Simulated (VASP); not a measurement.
Input of a VASP 6.6.1 run:

The input INCAR:

```
PREC = Accurate ; ENCUT = 520
EDIFF = 1E-7 ; ISMEAR = 0
SIGMA = 0.1 ; LREAL = F
LASPH = T ; NELM = 100
ALGO = Fast ; ISIF = 2
LWAVE = F ; LCHARG = F
LDIPOL = T ; IDIPOL = 3
DIPOL = 0.5 0.5 0.248 ; GGA = PE
NBANDS = 16
```

File KPOINTS:

```
Automatic mesh
0
Gamma
  18 18 1
```

POSCAR

```
Se
1.0
    3.0397553574      0.0000001929      0.0000000000
   -1.5198778458      2.6325052643      0.0000000000
    0.0000000000      0.0000000000     34.2856965367
Se
3
Direct
    1.0000000000      0.0000000000      0.1721000909
    0.0000000000      1.0000000000      0.3237334991
    1.0000000000      0.0000000000      0.2479167950
```

Potentials or basis: VASP PAW PBE potentials, release 64 (Se).

Run with:

```console
$ cat potpaw_PBE.64/Se/POTCAR > POTCAR
$ mpirun -np 1 vasp_std > vasp.out
```

Q: Predict the band gap on the k mesh.

A: None (metal or under the smearing width).

Q: Estimate the largest force.

A: 0.004 eV/Å.

Forces on the atoms (eV/Å):
```
Se   0.000  0.000  0.004
Se   0.000  0.000 -0.004
Se   0.000  0.000  0.000
```
